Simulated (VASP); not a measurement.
Wanted: an ASE script for a VASP 6.6.1 run.

* Task: single point
* Functional: RPBE
* Potentials or basis: VASP PAW PBE potentials, release 54 (K_sv, Cl)
* Cutoff: 520 eV
* k mesh: 7 × 7 × 7
* Occupations: gaussian, width 0.1 eV
* Spin: no spin polarisation
* Further INCAR settings: ALGO = Fast; EDIFF = 1.00e-07; NBANDS = 15

The structure of KCl (Sylvite) lies in KCl.cif:

```cif
data_KCl
_cell_length_a 6.29294000
_cell_length_b 6.29294000
_cell_length_c 6.29294000
_cell_angle_alpha 90.00000000
_cell_angle_beta 90.00000000
_cell_angle_gamma 90.00000000
_space_group_name_H-M_alt 'Fm-3m'
_space_group_name_Hall '-F 4 2 3'
_space_group_IT_number 225
loop_
_space_group_symop_operation_xyz
'x,y,z'
'-x,-y,-z'
'-y,x,z'
'y,-x,-z'
'-x,-y,z'
'x,y,-z'
'y,-x,z'
'-y,x,-z'
'x,-y,-z'
'-x,y,z'
'-y,-x,-z'
'y,x,z'
'-x,y,-z'
'x,-y,z'
'y,x,-z'
'-y,-x,z'
'z,x,y'
'-z,-x,-y'
'z,-y,x'
'-z,y,-x'
'z,-x,-y'
'-z,x,y'
'z,y,-x'
'-z,-y,x'
'-z,x,-y'
'z,-x,y'
'-z,-y,-x'
'z,y,x'
'-z,-x,y'
'z,x,-y'
'-z,y,x'
'z,-y,-x'
'y,z,x'
'-y,-z,-x'
'x,z,-y'
'-x,-z,y'
'-y,z,-x'
'y,-z,x'
'-x,z,y'
'x,-z,-y'
'-y,-z,x'
'y,z,-x'
'-x,-z,-y'
'x,z,y'
'y,-z,-x'
'-y,z,x'
'x,-z,y'
'-x,z,-y'
'x,y+1/2,z+1/2'
'-x,-y+1/2,-z+1/2'
'-y,x+1/2,z+1/2'
'y,-x+1/2,-z+1/2'
'-x,-y+1/2,z+1/2'
'x,y+1/2,-z+1/2'
'y,-x+1/2,z+1/2'
'-y,x+1/2,-z+1/2'
'x,-y+1/2,-z+1/2'
'-x,y+1/2,z+1/2'
'-y,-x+1/2,-z+1/2'
'y,x+1/2,z+1/2'
'-x,y+1/2,-z+1/2'
'x,-y+1/2,z+1/2'
'y,x+1/2,-z+1/2'
'-y,-x+1/2,z+1/2'
'z,x+1/2,y+1/2'
'-z,-x+1/2,-y+1/2'
'z,-y+1/2,x+1/2'
'-z,y+1/2,-x+1/2'
'z,-x+1/2,-y+1/2'
'-z,x+1/2,y+1/2'
'z,y+1/2,-x+1/2'
'-z,-y+1/2,x+1/2'
'-z,x+1/2,-y+1/2'
'z,-x+1/2,y+1/2'
'-z,-y+1/2,-x+1/2'
'z,y+1/2,x+1/2'
'-z,-x+1/2,y+1/2'
'z,x+1/2,-y+1/2'
'-z,y+1/2,x+1/2'
'z,-y+1/2,-x+1/2'
'y,z+1/2,x+1/2'
'-y,-z+1/2,-x+1/2'
'x,z+1/2,-y+1/2'
'-x,-z+1/2,y+1/2'
'-y,z+1/2,-x+1/2'
'y,-z+1/2,x+1/2'
'-x,z+1/2,y+1/2'
'x,-z+1/2,-y+1/2'
'-y,-z+1/2,x+1/2'
'y,z+1/2,-x+1/2'
'-x,-z+1/2,-y+1/2'
'x,z+1/2,y+1/2'
'y,-z+1/2,-x+1/2'
'-y,z+1/2,x+1/2'
'x,-z+1/2,y+1/2'
'-x,z+1/2,-y+1/2'
'x+1/2,y,z+1/2'
'-x+1/2,-y,-z+1/2'
'-y+1/2,x,z+1/2'
'y+1/2,-x,-z+1/2'
'-x+1/2,-y,z+1/2'
'x+1/2,y,-z+1/2'
'y+1/2,-x,z+1/2'
'-y+1/2,x,-z+1/2'
'x+1/2,-y,-z+1/2'
'-x+1/2,y,z+1/2'
'-y+1/2,-x,-z+1/2'
'y+1/2,x,z+1/2'
'-x+1/2,y,-z+1/2'
'x+1/2,-y,z+1/2'
'y+1/2,x,-z+1/2'
'-y+1/2,-x,z+1/2'
'z+1/2,x,y+1/2'
'-z+1/2,-x,-y+1/2'
'z+1/2,-y,x+1/2'
'-z+1/2,y,-x+1/2'
'z+1/2,-x,-y+1/2'
'-z+1/2,x,y+1/2'
'z+1/2,y,-x+1/2'
'-z+1/2,-y,x+1/2'
'-z+1/2,x,-y+1/2'
'z+1/2,-x,y+1/2'
'-z+1/2,-y,-x+1/2'
'z+1/2,y,x+1/2'
'-z+1/2,-x,y+1/2'
'z+1/2,x,-y+1/2'
'-z+1/2,y,x+1/2'
'z+1/2,-y,-x+1/2'
'y+1/2,z,x+1/2'
'-y+1/2,-z,-x+1/2'
'x+1/2,z,-y+1/2'
'-x+1/2,-z,y+1/2'
'-y+1/2,z,-x+1/2'
'y+1/2,-z,x+1/2'
'-x+1/2,z,y+1/2'
'x+1/2,-z,-y+1/2'
'-y+1/2,-z,x+1/2'
'y+1/2,z,-x+1/2'
'-x+1/2,-z,-y+1/2'
'x+1/2,z,y+1/2'
'y+1/2,-z,-x+1/2'
'-y+1/2,z,x+1/2'
'x+1/2,-z,y+1/2'
'-x+1/2,z,-y+1/2'
'x+1/2,y+1/2,z'
'-x+1/2,-y+1/2,-z'
'-y+1/2,x+1/2,z'
'y+1/2,-x+1/2,-z'
'-x+1/2,-y+1/2,z'
'x+1/2,y+1/2,-z'
'y+1/2,-x+1/2,z'
'-y+1/2,x+1/2,-z'
'x+1/2,-y+1/2,-z'
'-x+1/2,y+1/2,z'
'-y+1/2,-x+1/2,-z'
'y+1/2,x+1/2,z'
'-x+1/2,y+1/2,-z'
'x+1/2,-y+1/2,z'
'y+1/2,x+1/2,-z'
'-y+1/2,-x+1/2,z'
'z+1/2,x+1/2,y'
'-z+1/2,-x+1/2,-y'
'z+1/2,-y+1/2,x'
'-z+1/2,y+1/2,-x'
'z+1/2,-x+1/2,-y'
'-z+1/2,x+1/2,y'
'z+1/2,y+1/2,-x'
'-z+1/2,-y+1/2,x'
'-z+1/2,x+1/2,-y'
'z+1/2,-x+1/2,y'
'-z+1/2,-y+1/2,-x'
'z+1/2,y+1/2,x'
'-z+1/2,-x+1/2,y'
'z+1/2,x+1/2,-y'
'-z+1/2,y+1/2,x'
'z+1/2,-y+1/2,-x'
'y+1/2,z+1/2,x'
'-y+1/2,-z+1/2,-x'
'x+1/2,z+1/2,-y'
'-x+1/2,-z+1/2,y'
'-y+1/2,z+1/2,-x'
'y+1/2,-z+1/2,x'
'-x+1/2,z+1/2,y'
'x+1/2,-z+1/2,-y'
'-y+1/2,-z+1/2,x'
'y+1/2,z+1/2,-x'
'-x+1/2,-z+1/2,-y'
'x+1/2,z+1/2,y'
'y+1/2,-z+1/2,-x'
'-y+1/2,z+1/2,x'
'x+1/2,-z+1/2,y'
'-x+1/2,z+1/2,-y'
loop_
_atom_site_label
_atom_site_type_symbol
_atom_site_symmetry_multiplicity
_atom_site_Wyckoff_symbol
_atom_site_fract_x
_atom_site_fract_y
_atom_site_fract_z
_atom_site_occupancy
K1 K 4 a 0.0000000000 0.0000000000 0.0000000000 1
Cl1 Cl 4 b 0.5000000000 0.0000000000 0.0000000000 1
```

The input as run:

run.py

```python
from ase.calculators.vasp import Vasp
from ase.dft.bandgap import bandgap
from ase.io import read

atoms = read('KCl.cif', primitive_cell=True, subtrans_included=False)
calc = Vasp(
    directory='calc',
    xc='rpbe',
    pp='PBE',
    setups='recommended',
    pp_version='54',
    prec='Accurate',
    encut=520,
    ediff=1e-07,
    ismear=0,
    sigma=0.1,
    lreal=False,
    lasph=True,
    nelm=80,
    algo='Fast',
    isif=2,
    lwave=False,
    lcharg=False,
    kpts=[7, 7, 7],
    gamma=True,
    nbands=15,
)
atoms.calc = calc

print('energy (eV):', atoms.get_potential_energy())
print('free energy (eV):', atoms.get_potential_energy(force_consistent=True))
print('forces (eV/A):')
print(atoms.get_forces())
print('stress (eV/A^3, Voigt):', atoms.get_stress())
print('Fermi level (eV):', calc.get_fermi_level())
gap, top, bottom = bandgap(calc)
print('band gap (eV):', gap, 'from (spin, k, band)', top, 'to', bottom)
```

Potentials or basis: VASP PAW PBE potentials, release 54 (K_sv, Cl).

Command:

```bash
$ python run.py
```

It gave:

| Item | Value |
| --- | --- |
| Pressure | 2.4 GPa |
| Band gap on the k mesh | 5.54 eV, direct |

Caveat: the PAW data sets were made with another functional, which shifts forces and pressure a little; an odd mesh through Γ misses points on the zone boundary, where band edges often lie.

Wall time 42 s on 1 thread of Intel(R) Xeon(R) Platinum 8488C (Sapphire Rapids), with other jobs on the host, peak memory 0.2 GiB.
